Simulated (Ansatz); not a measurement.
**Na: a fit and a missing row**

Na, P6_3/mmc, a = 3.724 Å, c = 6.038 Å. This isn't the element's structure at ambient conditions. Ansatz: PBEsol, PAW, 420 eV, Γ-centred 12×12×8 mesh on 2 atoms, Gaussian smearing 0.10 eV; no spin polarisation. Shape and atoms are relaxed at each volume; pressure is positive in compression.

```
V (Å³/atom) P (GPa)
     34.087     0.57
     35.175     0.27
     36.263     0.02
     37.351        ?
     38.438    -0.40
```

Q: Take V0 = 36.263 Å³/atom, count pressures from its P0 = 0.02 GPa, fit the third-order Birch–Murnaghan form to the other rows, and predict the missing pressure.

A: With the Eulerian strain f = ½[(V0/V)^(2/3) − 1] and y = (P − P0)/[3f(1 + 2f)^(5/2)], the form is the line y = B0 + 1.5 B0 (B0′ − 4) f. Rows (f, y): 0.02106, 7.85; 0.01026, 7.72; -0.01904, 8.10. Means f = 0.004093, y = 7.8900; Σ(Δf)² = 0.0008610, ΣΔfΔy = -0.006585; the slope is their ratio. y = 7.921 − 7.648 f GPa, so B0 = 7.9 GPa and B0′ = 4 + 2 × (-7.648)/(3 × 7.921) = 3.36. At V = 37.351, f = -0.00976, y = 7.996 and P = -0.20 GPa. The run gave -0.20 GPa, the same to the digits shown.